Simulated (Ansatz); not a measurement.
# WS2 (P4/mmm) in Ansatz: reference runs

How does WS2 come out in PBE? The cell is run as given and disturbed.

Everything below comes from runs of Ansatz 0.2.0. Logs are shortened: lines on timing, memory, paths and dates and some standing lists are left out, and cuts for length are marked.

**1. The crystal as given**

Symmetry: P4/mmm, No. 123, tetragonal system. The conventional cell has a = 3.051 Å, b = 3.051 Å, c = 6.324 Å, α = 90.00°, β = 90.00°, γ = 90.00°. W (site symmetry 4/mmm) is surrounded by 8 S at 2.81 Å and 4 W at 3.05 Å. S (site symmetry 4mm) has 5 S at 2.73 to 3.05 Å and 4 W at 2.81 Å as nearest neighbours.

The cell was built by a generator and needn't be a form met in nature.

**2. Single point, PBE**

input.yaml

```yaml
crystal:
  lattice:
    - [3.05066318, 0.0, 0.0]
    - [0.0, 3.05066318, 0.0]
    - [0.0, 0.0, 6.32414509]
  atoms:
    - { symbol: W, position: [0.0, 0.0, 0.0] }
    - { symbol: S, position: [0.5, 0.5, 0.28432271] }
    - { symbol: S, position: [0.5, 0.5, 0.71567729] }
kpoints:
  mp_grid: { grid: [9, 9, 4] }
scf:
  occupations: { method: fermi_dirac, width: 0.05 }
hamiltonian:
  xc: pbe
  pseudopotentials: { kind: all_electron, lapw: { basis_error: 0.001 } }
output:
  forces: true
  stress: true
  eigenvalues: true
  populations: true
```

Potentials or basis: all-electron LAPW, scalar-relativistic.

The run is started by

```bash
$ ansatz run input.yaml --threads 2 --pin off --max-ram 6144MiB --backend cpu --events-out ev --progress --plain --runs-dir out
```

Standard output:

```text
Warning: RAYON_NUM_THREADS=2 ignored (pool sized by the plan → 2); use --threads N
W: projections on atomic orbitals take those of the free atom 1s2 2s2 2p6 3s2 3p6 3d10 4s2 4p6 4d10 4f14 5s2 5p6 5d4 6s2, of charge +0.00 (hamiltonian.pseudopotentials.projection_atoms)
S: projections on atomic orbitals take those of the free atom 1s2 2s2 2p6 3s2 3p4, of charge +0.00 (hamiltonian.pseudopotentials.projection_atoms)
LAPW: plane waves up to 7.522 Å⁻¹, error target 1.0e-3 eV per atom; small_component_spin mean_spin; S in spheres of 1.283 Å, 14 of its electrons in bands, Dirac shells []; W in spheres of 1.525 Å, 38 of its electrons in bands, Dirac shells [] (how accurate: hamiltonian.pseudopotentials.lapw.basis_error, Limitations)
Engine: ansatz 0.2.0, aarch64-unknown-linux-gnu
Pseudopotentials: kind: all_electron
Pseudopotential: W, LAPW, valence charge 38, lapw/all_electron/scalar/gaussian/W, Koelling and Harmon's equation, gaussian nucleus
Pseudopotential: S, LAPW, valence charge 14, lapw/all_electron/scalar/gaussian/S, Koelling and Harmon's equation, gaussian nucleus
Functional definition: PBE
  parameter kappa = 0.804
  parameter beta = 0.06672455060314922
  exchange = pbe_x(kappa = kappa, mu = beta*pi^2/3)
  correlation = pbe_c(beta = beta)
Crystal: 3 atoms, lattice volume = 58.856 Å³
Basis set: ecut = 215.59131697340516 eV, 419 PW (Γ), exchange–correlation at level 2
Bands: 40, of which v1, the nominal top of the filled ones, is band 33 counted from 1 (32 counted from 0)
Symmetry: 16 space group operations
Space group: P4/mmm (ITA 123), of the structure as read, at distance tolerance 3.9e-5 Å
k-points: 45 of 324
Non-local potential: W, projectors of the file, none
Non-local potential: S, projectors of the file, none
Initial density: superposition of atomic densities (chi_scale 0.1, normalization cell, long waves kept (reshape's long-wave potential 0.10 eV rms))
Initial wavefunctions: plane waves of lowest kinetic energy (no species holds an atomic orbital)
Functional: x = pbe(κ = 0.804, μ = 0.2195149727645171), c = pbe(β = 0.06672455060314922)
iter 1 solved again at ethr=1.61e-3 eV; its pass at ethr=1.00e-1 eV (dr2=1.06e0 eV) is discarded
SCF iter   1: F=—  HF=-460927.042368 eV  |F-HF|=—  |Δ(HF+E_count)|=         —  Δρ=3.40e-2  dr2=1.06e0  ethr=1.61e-3  ⟨swp⟩=2.0  Hψ=11531  notcnv=0
preconditioner: auto → LDOS  [metal: Δε(μ)=0.026 eV  Ē_g=19.092 eV  σ=0.050 eV  W_gap=0.13  n_scr=16 (ndim 8)  ℏωp=27.4 eV  f_vac=0.092  D(μ)=2.06/eV (n_scr^D=16)  β→1.0]
SCF iter   2: F=—  HF=-460926.796649 eV  |F-HF|=—  |Δ(HF+E_count)|=   2.46e-1  Δρ=1.89e-2  dr2=3.16e-1  ethr=1.61e-3  ⟨swp⟩=3.0  Hψ=5944  notcnv=0
SCF iter   3: F=—  HF=-460926.628644 eV  |F-HF|=—  |Δ(HF+E_count)|=   1.68e-1  Δρ=5.41e-3  dr2=3.30e-2  ethr=4.79e-4  ⟨swp⟩=3.0  Hψ=5686  notcnv=0
iter 4 solved again at ethr=4.66e-6 eV; its pass at ethr=5.00e-5 eV (dr2=3.07e-3 eV) is discarded
SCF iter   4: F=—  HF=-460926.601266 eV  |F-HF|=—  |Δ(HF+E_count)|=         —  Δρ=2.01e-3  dr2=3.07e-3  ethr=4.66e-6  ⟨swp⟩=2.0  Hψ=8987  notcnv=0
the basis was enlarged: its passes take 521.8 KiB over the memory plan, 2 of 2 planned eigensolver slots
SCF iter   5: F=—  HF=-460926.599834 eV  |F-HF|=—  |Δ(HF+E_count)|=   1.43e-3  Δρ=6.03e-4  dr2=3.25e-4  ethr=4.65e-6  ⟨swp⟩=2.8  Hψ=5401  notcnv=0
SCF iter   6: F=—  HF=-460926.599891 eV  |F-HF|=—  |Δ(HF+E_count)|=   5.63e-5  Δρ=1.72e-4  dr2=5.65e-5  ethr=4.93e-7  ⟨swp⟩=2.0  Hψ=5327  notcnv=0
SCF iter   7: F=—  HF=-460926.599889 eV  |F-HF|=—  |Δ(HF+E_count)|=   1.58e-6  Δρ=7.04e-5  dr2=1.09e-5  ethr=8.56e-8  ⟨swp⟩=2.2  Hψ=5336  notcnv=0
SCF iter   8: F=—  HF=-460926.599889 eV  |F-HF|=—  |Δ(HF+E_count)|=   2.05e-7  Δρ=2.75e-5  dr2=1.19e-6  ethr=1.65e-8  ⟨swp⟩=2.0  Hψ=5327  notcnv=0
SCF iter   9: F=-460926.599889 eV  HF=-460926.599889 eV  |F-HF|=3.91e-8  |Δ(HF+E_count)|=   2.08e-7  Δρ=6.35e-6  dr2=6.19e-8  ethr=1.80e-9  ⟨swp⟩=2.1  Hψ=5332  notcnv=0
SCF 1 converged in 9 iterations: F = -460926.599889 eV  dr2 = 6.19e-8
SCF converged after 9 iterations
Free energy (F): -460926.599889 eV
Harris-Foulkes:  -460926.599889 eV  (|F-HF|=3.91e-8)
Internal energy: -460926.585870 eV  (E = F + TS)
E sigma→0 (E₀):  -460926.592879 eV
Entropy (-TS):   -0.014019 eV (-4.673 meV/atom)
Fermi energy:    12.524530 eV
--- Per-component energies (eV) ---
  E_band       = -5032.302866
  E_kinetic    = 513680.343857
  E_xc         = -10223.131439
  E_electrostatic = -964383.798288  (all electrons and nuclei)
  E_smearing   = -0.014019  (= −TS)
  E_closure    = 0.000000  (closes the sum)
  E_atoms      = -460907.953505  (free atoms, spherical and without spin; not in F)
  Σ components = -460926.599889   (vs F -460926.599889, Δ=0.00e0)
  Basis errors (estimates in eV, not in F): energy 2.0e-4 per atom: plane waves 1.7e-4 (8.9e-5 summed), levels above the bands 1.3e-51, relativity 4.0e-8, radial functions 3.7e-5, core shells 8.8e-8; eigenvalues (radial functions only) 1.0e-6; not estimated: angular momenta, meshes, grids; target (lapw.basis_error) 1.0e-3; muffin-tin radii S 1.283 Å, W 1.525 Å
--- Forces (eV/Å), atoms counted from 1 ---
  atom   1  W     -0.00000000     0.00000000     0.00000000
  atom   2  S      0.00000000     0.00000000    -4.31297968
  atom   3  S      0.00000000     0.00000000     4.31297968
  max |Σ_I F_I| component: 1.97e-31 eV/Å
--- Stress (GPa, compression-positive) ---
      -13.559081       0.000000       0.000000
        0.000000     -13.559081       0.000000
        0.000000       0.000000     -28.010196
  P = ⅓ Tr σ = -18.3761 GPa (-183.761 kbar)
--- Band table (eV; the first three rows and the last of 45) ---
  k-point 0: bands = ["-221.4785", "-221.4785", "-221.4598", "-221.4301", "-221.4238", "-193.5608", "-193.5608", "-138.3740", "-138.3739", "-138.3395", "-138.3395", "-138.3395", "-138.3395", "-62.2347", "-26.4383", "-26.2074", "-26.2074", "-16.6371", "-16.6210", "-16.6027", "-16.6027", "-16.5845", "-16.5710", "-16.5710", "-2.0652", "-0.5191", "5.3038", "9.5706", "11.0736", "11.1299", "11.1299", "11.7373", "12.0720", "12.0720", "14.4737", "15.7774", "15.7774", "15.8141", "20.1100", "20.2293"]
  k-point 1: bands = ["-221.4785", "-221.4785", "-221.4598", "-221.4301", "-221.4238", "-193.5608", "-193.5608", "-138.3740", "-138.3739", "-138.3395", "-138.3395", "-138.3395", "-138.3395", "-62.2347", "-26.4383", "-26.2074", "-26.2074", "-16.6371", "-16.6210", "-16.6027", "-16.6027", "-16.5845", "-16.5710", "-16.5710", "-1.8946", "-0.8248", "5.9396", "9.5724", "9.6352", "10.9944", "10.9944", "12.2630", "12.3352", "12.3352", "14.4739", "15.5280", "15.5280", "16.5872", "19.3212", "19.6478"]
  k-point 2: bands = ["-221.4785", "-221.4785", "-221.4598", "-221.4301", "-221.4238", "-193.5608", "-193.5608", "-138.3740", "-138.3739", "-138.3395", "-138.3395", "-138.3395", "-138.3395", "-62.2347", "-26.4383", "-26.2074", "-26.2074", "-16.6371", "-16.6210", "-16.6027", "-16.6027", "-16.5845", "-16.5710", "-16.5710", "-1.4800", "-1.3615", "7.1400", "8.0564", "9.5741", "10.8946", "10.8946", "12.4320", "12.5851", "12.5851", "14.4741", "15.2652", "15.2652", "17.3463", "18.8118", "19.4039"]
  k-point 44: bands = ["-221.4785", "-221.4785", "-221.4598", "-221.4301", "-221.4238", "-193.5608", "-193.5608", "-138.3740", "-138.3739", "-138.3396", "-138.3396", "-138.3395", "-138.3395", "-62.2080", "-26.4680", "-26.4673", "-26.3753", "-16.6410", "-16.6125", "-16.6038", "-16.6038", "-16.5791", "-16.5774", "-16.5774", "0.6812", "1.0246", "7.1496", "7.2292", "8.3943", "8.6895", "9.1070", "9.8112", "12.1639", "13.4308", "13.4944", "15.5673", "16.0476", "16.5092", "17.5235", "19.0313"]
--- Löwdin populations: 3 sites ---
  site symbol       q [e]
     0      W     73.4120
     1      S     16.1970
     2      S     16.1970
  spilling = 0.001831 (of n_electrons = 106.000000)
```

It took 10 s on 2 threads of Arm Neoverse V2, shared host; peak memory 0.41 GiB.

What came out:

```
Free energy            : -460926.5999 eV
Pressure               : -18.4 GPa
Largest force          : 4.313 eV/Å
Band gap on the k mesh : none (metal or under the smearing width)
Loewdin charges        : W +0.59; S -0.20 e
```

Forces in eV/Å, atoms in the order of the input:
```
W    0.000  0.000  0.000
S    0.000  0.000 -4.313
S    0.000  0.000  4.313
```

Stress tensor (GPa, compression positive):
```
-13.56   0.00   0.00
  0.00 -13.56   0.00
  0.00   0.00 -28.01
```

Levels at points of the mesh, in eV from the Fermi level:
```
            k point  band 30  band 31  band 32  band 33  band 34  band 35  band 36  band 37
 (0.00, 0.00, 0.00)    -1.39    -1.39    -0.79    -0.45    -0.45     1.95     3.25     3.25
(0.00, 0.00, -0.50)    -1.63    -1.63    -0.09     0.06     0.06     1.95     2.74     2.74
```

Caveat: the atomic charges don't sum to the cell's charge; so large a pressure means that the cell lies far from this level's equilibrium, or that cutoff or potentials fall short; forces of over 1 eV/Å show positions far from the minimum, so gaps and moduli don't describe the material at rest. The run has no spin-orbit coupling, so splittings on W are missing.

**3. Single point, PBE (atoms moved at random, drawn with an rms of 0.05 Å)**

input.yaml, as its differences from that of step 2:

```diff
@@ -6,5 +6,5 @@
   atoms:
-    - { symbol: W, position: [0.0, 0.0, 0.0] }
-    - { symbol: S, position: [0.5, 0.5, 0.28432271] }
-    - { symbol: S, position: [0.5, 0.5, 0.71567729] }
+    - { symbol: W, position: [-0.010088, 0.020754, 0.003793] }
+    - { symbol: S, position: [0.499967, 0.491179, 0.279734] }
+    - { symbol: S, position: [0.513472, 0.506368, 0.710753] }
 kpoints:
```

Potentials or basis: all-electron LAPW, scalar-relativistic.

The run is started by

```bash
$ ansatz run input.yaml --threads 2 --pin off --max-ram 6144MiB --backend cpu --events-out ev --progress --plain --runs-dir out
```

Standard output:

```text
Warning: RAYON_NUM_THREADS=2 ignored (pool sized by the plan → 2); use --threads N
W: projections on atomic orbitals take those of the free atom 1s2 2s2 2p6 3s2 3p6 3d10 4s2 4p6 4d10 4f14 5s2 5p6 5d4 6s2, of charge +0.00 (hamiltonian.pseudopotentials.projection_atoms)
S: projections on atomic orbitals take those of the free atom 1s2 2s2 2p6 3s2 3p4, of charge +0.00 (hamiltonian.pseudopotentials.projection_atoms)
LAPW: plane waves up to 7.522 Å⁻¹, error target 1.0e-3 eV per atom; small_component_spin mean_spin; S in spheres of 1.184 Å, 14 of its electrons in bands, Dirac shells []; W in spheres of 1.525 Å, 38 of its electrons in bands, Dirac shells [] (how accurate: hamiltonian.pseudopotentials.lapw.basis_error, Limitations)
Engine: ansatz 0.2.0, aarch64-unknown-linux-gnu
Pseudopotentials: kind: all_electron
Pseudopotential: W, LAPW, valence charge 38, lapw/all_electron/scalar/gaussian/W, Koelling and Harmon's equation, gaussian nucleus
Pseudopotential: S, LAPW, valence charge 14, lapw/all_electron/scalar/gaussian/S, Koelling and Harmon's equation, gaussian nucleus
Functional definition: PBE
  parameter kappa = 0.804
  parameter beta = 0.06672455060314922
  exchange = pbe_x(kappa = kappa, mu = beta*pi^2/3)
  correlation = pbe_c(beta = beta)
Crystal: 3 atoms, lattice volume = 58.856 Å³
Basis set: ecut = 215.59131697254253 eV, 419 PW (Γ), exchange–correlation at level 2
Bands: 40, of which v1, the nominal top of the filled ones, is band 33 counted from 1 (32 counted from 0)
Symmetry: 1 space group operations
Space group: P1 (ITA 1), of the structure as read, at distance tolerance 3.9e-5 Å
k-points: 163 of 324 (time reversal used)
Non-local potential: W, projectors of the file, none
Non-local potential: S, projectors of the file, none
Initial density: superposition of atomic densities (chi_scale 0.1, normalization cell, long waves kept (reshape's long-wave potential 0.10 eV rms))
Initial wavefunctions: plane waves of lowest kinetic energy (no species holds an atomic orbital)
Functional: x = pbe(κ = 0.804, μ = 0.2195149727645171), c = pbe(β = 0.06672455060314922)
iter 1 solved again at ethr=1.67e-3 eV; its pass at ethr=1.00e-1 eV (dr2=1.10e0 eV) is discarded
SCF iter   1: F=—  HF=-460927.032546 eV  |F-HF|=—  |Δ(HF+E_count)|=         —  Δρ=3.44e-2  dr2=1.10e0  ethr=1.67e-3  ⟨swp⟩=2.0  Hψ=41664  notcnv=0
preconditioner: auto → LDOS  [metal: Δε(μ)=0.013 eV  Ē_g=19.099 eV  σ=0.050 eV  W_gap=0.07  n_scr=16 (ndim 8)  ℏωp=27.4 eV  f_vac=0.092  D(μ)=1.93/eV (n_scr^D=16)  β→1.0]
SCF iter   2: F=—  HF=-460926.815857 eV  |F-HF|=—  |Δ(HF+E_count)|=   2.17e-1  Δρ=2.12e-2  dr2=4.89e-1  ethr=1.67e-3  ⟨swp⟩=3.0  Hψ=21446  notcnv=0
iter 3 solved again at ethr=6.43e-5 eV; its pass at ethr=7.41e-4 eV (dr2=4.24e-2 eV) is discarded
SCF iter   3: F=—  HF=-460926.617735 eV  |F-HF|=—  |Δ(HF+E_count)|=   1.98e-1  Δρ=5.30e-3  dr2=4.24e-2  ethr=6.43e-5  ⟨swp⟩=2.0  Hψ=33048  notcnv=0
SCF iter   4: F=—  HF=-460926.594425 eV  |F-HF|=—  |Δ(HF+E_count)|=         —  Δρ=1.76e-3  dr2=2.22e-3  ethr=6.43e-5  ⟨swp⟩=2.0  Hψ=19246  notcnv=0
the basis was enlarged: its passes take 510.1 KiB over the memory plan, 2 of 2 planned eigensolver slots
SCF iter   5: F=—  HF=-460926.593169 eV  |F-HF|=—  |Δ(HF+E_count)|=   1.26e-3  Δρ=5.11e-4  dr2=1.45e-4  ethr=3.36e-6  ⟨swp⟩=3.0  Hψ=20097  notcnv=0
SCF iter   6: F=—  HF=-460926.593227 eV  |F-HF|=—  |Δ(HF+E_count)|=   5.78e-5  Δρ=1.26e-4  dr2=1.12e-5  ethr=2.20e-7  ⟨swp⟩=2.1  Hψ=19294  notcnv=0
SCF iter   7: F=—  HF=-460926.593232 eV  |F-HF|=—  |Δ(HF+E_count)|=   5.30e-6  Δρ=5.28e-5  dr2=7.02e-6  ethr=1.70e-8  ⟨swp⟩=2.9  Hψ=19613  notcnv=0
SCF iter   8: F=—  HF=-460926.593232 eV  |F-HF|=—  |Δ(HF+E_count)|=   7.79e-7  Δρ=1.64e-5  dr2=1.14e-7  ethr=1.06e-8  ⟨swp⟩=2.0  Hψ=19283  notcnv=0
SCF iter   9: F=-460926.593232 eV  HF=-460926.593232 eV  |F-HF|=4.77e-9  |Δ(HF+E_count)|=   1.55e-7  Δρ=3.26e-6  dr2=6.18e-9  ethr=1.73e-10  ⟨swp⟩=3.0  Hψ=20432  notcnv=0
SCF 1 converged in 9 iterations: F = -460926.593232 eV  dr2 = 6.18e-9
SCF converged after 9 iterations
Free energy (F): -460926.593232 eV
Harris-Foulkes:  -460926.593232 eV  (|F-HF|=4.77e-9)
Internal energy: -460926.579649 eV  (E = F + TS)
E sigma→0 (E₀):  -460926.586440 eV
Entropy (-TS):   -0.013583 eV (-4.528 meV/atom)
Fermi energy:    12.531549 eV
--- Per-component energies (eV) ---
  E_band       = -5032.054685
  E_kinetic    = 513680.562772
  E_xc         = -10223.180791
  E_electrostatic = -964383.961631  (all electrons and nuclei)
  E_smearing   = -0.013583  (= −TS)
  E_closure    = 0.000000  (closes the sum)
  E_atoms      = -460907.953505  (free atoms, spherical and without spin; not in F)
  Σ components = -460926.593232   (vs F -460926.593232, Δ=0.00e0)
  Basis errors (estimates in eV, not in F): energy 3.6e-4 per atom: plane waves 3.2e-4 (1.8e-4 summed), levels above the bands 1.2e-51, relativity 1.3e-7, radial functions 3.7e-5, core shells 8.9e-8; eigenvalues (radial functions only) 8.1e-7; not estimated: angular momenta, meshes, grids; target (lapw.basis_error) 1.0e-3; muffin-tin radii S 1.184 Å, W 1.525 Å
--- Forces (eV/Å), atoms counted from 1 ---
  atom   1  W     -0.15694829     0.18655702    -0.24482757
  atom   2  S      0.09369559    -0.04635829    -4.16977390
  atom   3  S      0.06325437    -0.14020021     4.41460559
  max |Σ_I F_I| component: 4.12e-6 eV/Å
--- Stress (GPa, compression-positive) ---
      -13.309664      -0.282978       0.262706
       -0.282978     -13.325578       0.647562
        0.262706       0.647562     -27.874028
  P = ⅓ Tr σ = -18.1698 GPa (-181.698 kbar)
--- Band table (eV; the first three rows and the last of 163) ---
  k-point 0: bands = ["-221.4667", "-221.4651", "-221.4463", "-221.4173", "-221.4121", "-193.6199", "-193.5091", "-138.4302", "-138.3995", "-138.3991", "-138.3260", "-138.2869", "-138.2863", "-62.2237", "-26.4303", "-26.1995", "-26.1965", "-16.6244", "-16.6088", "-16.5912", "-16.5895", "-16.5728", "-16.5587", "-16.5581", "-2.0785", "-0.5154", "5.3028", "9.5461", "10.9721", "11.0838", "11.1508", "11.7958", "12.1196", "12.1270", "14.4832", "15.6507", "15.7686", "15.8865", "20.1527", "20.2514"]
  k-point 1: bands = ["-221.4667", "-221.4651", "-221.4463", "-221.4173", "-221.4121", "-193.6199", "-193.5091", "-138.4302", "-138.3995", "-138.3991", "-138.3260", "-138.2869", "-138.2863", "-62.2237", "-26.4303", "-26.1995", "-26.1965", "-16.6244", "-16.6088", "-16.5912", "-16.5895", "-16.5728", "-16.5587", "-16.5581", "-1.9116", "-0.8171", "5.9367", "9.5468", "9.6203", "10.9716", "10.9959", "12.1371", "12.3779", "12.4930", "14.4850", "15.4705", "15.5196", "16.5894", "19.3401", "19.6857"]
  k-point 2: bands = ["-221.4667", "-221.4651", "-221.4463", "-221.4173", "-221.4121", "-193.6199", "-193.5091", "-138.4302", "-138.3995", "-138.3991", "-138.3260", "-138.2869", "-138.2863", "-62.2237", "-26.4303", "-26.1995", "-26.1965", "-16.6244", "-16.6088", "-16.5912", "-16.5895", "-16.5728", "-16.5587", "-16.5581", "-1.5553", "-1.2953", "7.1275", "8.0583", "9.5514", "10.8749", "10.8967", "12.3153", "12.6240", "12.7231", "14.4882", "15.2173", "15.2569", "17.3359", "18.8326", "19.4404"]
  k-point 162: bands = ["-221.4667", "-221.4651", "-221.4463", "-221.4173", "-221.4121", "-193.6199", "-193.5091", "-138.4302", "-138.3995", "-138.3991", "-138.3260", "-138.2869", "-138.2863", "-62.2087", "-26.4895", "-26.3933", "-26.2085", "-16.6264", "-16.6045", "-16.5928", "-16.5886", "-16.5695", "-16.5691", "-16.5556", "-0.4989", "0.3776", "6.1959", "7.5801", "7.8691", "10.0781", "10.7285", "11.0229", "12.1252", "13.4496", "14.4892", "14.6778", "15.3209", "17.0119", "19.6083", "20.2316"]
--- Löwdin populations: 3 sites ---
  site symbol       q [e]
     0      W     73.4151
     1      S     16.1819
     2      S     16.2078
  spilling = 0.001841 (of n_electrons = 106.000000)
```

It took 58 s on 2 threads of Arm Neoverse V2, shared host; peak memory 0.69 GiB.

Results:

```yaml
Free_energy: -460926.5932 eV
Pressure: -18.2 GPa
Largest_force: 4.417 eV/Å
Band_gap_on_the_k_mesh: none (metal or under the smearing width)
Loewdin_charges: W +0.58; S -0.18, -0.21 e
```

Forces in eV/Å, atoms in the order of the input:
```
W   -0.157  0.187 -0.245
S    0.094 -0.046 -4.170
S    0.063 -0.140  4.415
```

Caveat: the atomic charges don't sum to the cell's charge.
